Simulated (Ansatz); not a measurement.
# TaN: the cost of one run

Program: Ansatz 0.2.0. Level of theory: DFT PBE+U (U = 4 eV, J = 0.9 eV on Ta d), plane waves, PAW, no spin–orbit coupling unless a run says so. These are calculated values, not measurements.

2 further runs of the same task are left out: 2 that didn't finish. Runs told in other sessions of the task aren't counted.

### Step 1. The structure to begin with

It takes space group P6_3/mmc (No. 194, hexagonal). The conventional cell has a = 3.048 Å, b = 3.048 Å, c = 4.918 Å, α = 90.00°, β = 90.00°, γ = 120.00°. Around Ta (site symmetry -3m) lie 6 N at 2.15 Å and 2 Ta at 2.46 Å. N (site symmetry -6m2) is surrounded by 6 Ta at 2.15 Å.

Coordinates:

```xyz
8
Lattice="3.0480 0.0000 0.0000 -1.5240 2.6396 0.0000 0.0000 0.0000 9.8360" Properties=species:S:1:pos:R:3 pbc="T T T"
Ta    0.0000    0.0000    0.0000
Ta    0.0000    0.0000    2.4590
N     0.0000    1.7598    1.2295
N     1.5240    0.8799    3.6885
Ta    0.0000    0.0000    4.9180
Ta    0.0000    0.0000    7.3770
N     0.0000    1.7598    6.1475
N     1.5240    0.8799    8.6065
```

An earlier series on this cell reached its lowest free state from «antiferromagnetic site moments held at first, then free», perhaps among other starts (it ended with site moments under 0.05 μB).

### Step 2. Antiferromagnetic start, free

input.yaml

```yaml
crystal:
  lattice:
    - [3.04800184, 0.0, 0.0]
    - [-1.52400092, 2.63964703, 0.0]
    - [0.0, 0.0, 9.83599956]
  atoms:
    - { symbol: Ta, position: [0.0, 0.0, 0.0], spin: 2.0 }
    - { symbol: Ta, position: [0.0, 0.0, 0.25], spin: -2.0 }
    - { symbol: "N", position: [0.3333333333, 0.6666666667, 0.125] }
    - { symbol: "N", position: [0.6666666667, 0.3333333333, 0.375] }
    - { symbol: Ta, position: [0.0, 0.0, 0.5], spin: 2.0 }
    - { symbol: Ta, position: [0.0, 0.0, 0.75], spin: -2.0 }
    - { symbol: "N", position: [0.3333333333, 0.6666666667, 0.625] }
    - { symbol: "N", position: [0.6666666667, 0.3333333333, 0.875] }
basis:
  ecutwfc: 420
  ecutrho_ratio: 4
kpoints:
  mp_grid: { grid: [7, 7, 2] }
hamiltonian:
  xc: pbe
  hubbard:
    sites:
      - { site: 0, l: d, u: 4.0, j: 0.9, starting_ns: [{ spin: up, occupation_matrix: s0up }, { spin: down, occupation_matrix: s0down }] }
      - { site: 1, l: d, u: 4.0, j: 0.9, starting_ns: [{ spin: up, occupation_matrix: s1up }, { spin: down, occupation_matrix: s1down }] }
      - { site: 4, l: d, u: 4.0, j: 0.9, starting_ns: [{ spin: up, occupation_matrix: s4up }, { spin: down, occupation_matrix: s4down }] }
      - { site: 5, l: d, u: 4.0, j: 0.9, starting_ns: [{ spin: up, occupation_matrix: s5up }, { spin: down, occupation_matrix: s5down }] }
    occupation_matrices:
      s0up:
        matrix:
          - [0.97, 0.0, 0.0, 0.0, 0.0]
          - [0.0, 0.48291, 0.0, 0.0, -0.47485]
          - [0.0, 0.0, 0.02, 0.0, 0.0]
          - [0.0, 0.0, 0.0, 0.02, 0.0]
          - [0.0, -0.47485, 0.0, 0.0, 0.50709]
      s0down:
        matrix:
          - [0.02, 0.0, 0.0, 0.0, 0.0]
          - [0.0, 0.02, 0.0, 0.0, 0.0]
          - [0.0, 0.0, 0.02, 0.0, 0.0]
          - [0.0, 0.0, 0.0, 0.02, 0.0]
          - [0.0, 0.0, 0.0, 0.0, 0.02]
      s1up:
        matrix:
          - [0.02, 0.0, 0.0, 0.0, 0.0]
          - [0.0, 0.02, 0.0, 0.0, 0.0]
          - [0.0, 0.0, 0.02, 0.0, 0.0]
          - [0.0, 0.0, 0.0, 0.02, 0.0]
          - [0.0, 0.0, 0.0, 0.0, 0.02]
      s1down:
        matrix:
          - [0.97, 0.0, 0.0, 0.0, 0.0]
          - [0.0, 0.48291, 0.0, 0.0, 0.47485]
          - [0.0, 0.0, 0.02, 0.0, 0.0]
          - [0.0, 0.0, 0.0, 0.02, 0.0]
          - [0.0, 0.47485, 0.0, 0.0, 0.50709]
      s4up:
        matrix:
          - [0.97, 0.0, 0.0, 0.0, 0.0]
          - [0.0, 0.48291, 0.0, 0.0, -0.47485]
          - [0.0, 0.0, 0.02, 0.0, 0.0]
          - [0.0, 0.0, 0.0, 0.02, 0.0]
          - [0.0, -0.47485, 0.0, 0.0, 0.50709]
      s4down:
        matrix:
          - [0.02, 0.0, 0.0, 0.0, 0.0]
          - [0.0, 0.02, 0.0, 0.0, 0.0]
          - [0.0, 0.0, 0.02, 0.0, 0.0]
          - [0.0, 0.0, 0.0, 0.02, 0.0]
          - [0.0, 0.0, 0.0, 0.0, 0.02]
      s5up:
        matrix:
          - [0.02, 0.0, 0.0, 0.0, 0.0]
          - [0.0, 0.02, 0.0, 0.0, 0.0]
          - [0.0, 0.0, 0.02, 0.0, 0.0]
          - [0.0, 0.0, 0.0, 0.02, 0.0]
          - [0.0, 0.0, 0.0, 0.0, 0.02]
      s5down:
        matrix:
          - [0.97, 0.0, 0.0, 0.0, 0.0]
          - [0.0, 0.48291, 0.0, 0.0, 0.47485]
          - [0.0, 0.0, 0.02, 0.0, 0.0]
          - [0.0, 0.0, 0.0, 0.02, 0.0]
          - [0.0, 0.47485, 0.0, 0.0, 0.50709]
    ns_hold: { iters: 8 }
scf:
  occupations: { method: gaussian, width: 0.05 }
  lower_state_search: "off"
  max_iter: 150
output:
  forces: true
  stress: true
  eigenvalues: true
  populations: true
  hubbard:
    sites:
      - { site: 0, l: d }
      - { site: 1, l: d }
      - { site: 4, l: d }
      - { site: 5, l: d }
  write_density: true
  write_potential: true
  elf: true
  volumetric_format: npy
magnetization:
  spin_polarized: true
```

The typed matrices put 0.97 on the chosen orbitals and 0.02 on the others, and are held for 8 cycles.

Command:

```
ansatz run input.yaml --threads 4 --pin off --max-ram 6144MiB --backend cpu --events-out ev --progress --plain --runs-dir out
```

**Question.** How long does this run take on 4 threads of Arm Neoverse V2, shared host, and how much memory does it need?

About 15 s, with a peak of 0.6 GiB.
